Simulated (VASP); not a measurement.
A run of VASP 6.6.1 is set up as follows.

The input INCAR:

```
SYSTEM = Nb
ALGO = Fast
EDIFF = 1E-6
ENCUT = 520
GGA = PE
ISIF = 2
ISMEAR = 0
LASPH = .TRUE.
LCHARG = .TRUE.
LELF = .TRUE.
LREAL = .FALSE.
LVHAR = .TRUE.
LWAVE = .FALSE.
NBANDS = 12
NELM = 80
PREC = Accurate
SIGMA = 0.1
```

KPOINTS

```
k-points
0
G
  18 18 18
  0 0 0
```

The input POSCAR:

```
Nb
1.0
   -1.5810544000      1.5810544000      1.5810544000
    1.5810544000     -1.5810544000      1.5810544000
    1.5810544000      1.5810544000     -1.5810544000
Nb
1
Direct
    0.0000000000      0.0000000000      0.0000000000
```

Potentials or basis: VASP PAW PBE potentials, release 64 (Nb_sv).

Command:

```console
$ cat potpaw_PBE.64/Nb_sv/POTCAR > POTCAR
$ mpirun -np 1 vasp_std > vasp.out
```

Problem. Predict the band gap on the k mesh.

Solution. None (metal or under the smearing width).

Problem. Estimate the pressure.

Solution. 29.2 GPa.

Caveat: so large a pressure means that the cell lies far from this level's equilibrium, or that cutoff or potentials fall short.
